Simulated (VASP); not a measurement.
Crystal: MoSe2.

```
Mo Se
1.0
     3.27866    0.00000    0.00000
    -1.63933    2.83941    0.00000
     0.00000    0.00000   12.72501
Mo Se
2 4
Direct
  0.33333 0.66667 0.25000
  0.66667 0.33333 0.75000
  0.33333 0.66667 0.61833
  0.66667 0.33333 0.11833
  0.33333 0.66667 0.88167
  0.66667 0.33333 0.38167
```

Base run:

| Item | Value |
| --- | --- |
| Program | VASP 6.6.1 |
| Functional | PBE0 |
| Potentials or basis | VASP PAW PBE potentials, release 64 (Mo_sv, Se) |
| Cutoff | 520 eV |
| k mesh | 6 × 6 × 2 |
| Occupations | gaussian, width 0.03 eV |
| Spin | no spin polarisation |

Its results: band gap on the k mesh 1.91 eV, indirect (least direct gap 2.60 eV); pressure -1.0 GPa.

**Question.** The run is repeated on the same cell with these changes: functional from PBE0 to PBE. What comes out?

**Answer.** Band gap on the k mesh 0.76 eV, indirect (least direct gap 1.45 eV); pressure 4.0 GPa.

PBE0 gives the wider gap, since exact exchange removes part of the self-interaction.

Caveats: this functional lacks dispersion, which binds the layers, so the pressure and a relaxed spacing across them are unreliable; the PAW data sets were made with another functional, which shifts forces and pressure a little (some runs).

A k mesh can miss the band edges.
